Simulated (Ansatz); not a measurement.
WSe2 (P-6m2) from a database structure, relaxed with r2SCAN+rVV10 in Ansatz. It is hexagonal, P-6m2 (No. 187); a = 3.297 Å, c = 7.184 Å in the conventional setting, 22.55 Å³ an atom. W is surrounded by 6 Se at 2.53 Å; Se is surrounded by 3 W at 2.53 Å.

The axes x, y and z are those of this cell:
```yaml
crystal:
  lattice:
    - [3.29721, 0.00000, 0.00000]
    - [-1.64861, 2.85547, 0.00000]
    - [0.00000, 0.00000, 7.18427]
  atoms:
    - { symbol: W, position: [0.00000, 0.00000, 0.00000] }
    - { symbol: Se, position: [0.33333, 0.66667, 0.23192] }
    - { symbol: Se, position: [0.33333, 0.66667, 0.76808] }
```

Unstrained: With PBE the valence top lies at A and the conduction bottom at Γ–K (0.53 of the way from Γ), 1.367 eV higher; the smallest vertical gap, at H, is 1.559 eV. r2SCAN gives an indirect gap of 1.487 eV, from A to Γ–K (0.53 of the way from Γ); the least direct gap is 1.675 eV at H. The HSE06 gap is indirect, 1.889 eV (A to Γ–K (0.53 of the way from Γ)), below the direct gap of 2.021 eV at H. Meshes: PBE 12×12×4, r2SCAN 12×12×4, HSE06 6×6×4. Strains are changes of length per length. After each strain the atoms were relaxed again with r2SCAN+rVV10 within the symmetry that the strain leaves, so tilts or polar shifts that break it weren't tested; points keep the names that they have in the unstrained zone. Calculated for a static, non-magnetic cell.

Task: Apply uniaxial -4.21 % along z, other directions held. How far does the gap move, against the unstrained cell?

Result: PBE: the gap goes from 1.367 to 1.151 eV (-0.216 eV). r2SCAN: the gap goes from 1.487 to 1.264 eV (-0.223 eV). HSE06: the gap goes from 1.889 to 1.648 eV (-0.241 eV).

Task: Estimate what uniaxial +4.3 % along x, other directions held does to the gap.

Result: PBE: the gap goes from 1.367 to 1.071 eV (-0.296 eV); the edges go from A → Γ–K (0.53) to A → Γ–K (0.98). r2SCAN: the gap goes from 1.487 to 1.157 eV (-0.330 eV); the edges go from A → Γ–K (0.53) to A → Γ–K (0.98). HSE06: the gap goes from 1.889 to 1.510 eV (-0.379 eV); the edges go from A → Γ–K (0.53) to A → Γ–K (0.98).

No spin-orbit coupling is included; it can move band edges with weight on the heavy atoms by tenths of an eV.

Where an edge lies off the special points, it is a point of the mesh or the k point where a search put PBE's edge or least direct gap, reused for the other functionals, whose own edges may lie a little apart.

The meshes of the hybrids are coarse, so their gaps aren't converged to the digits shown.
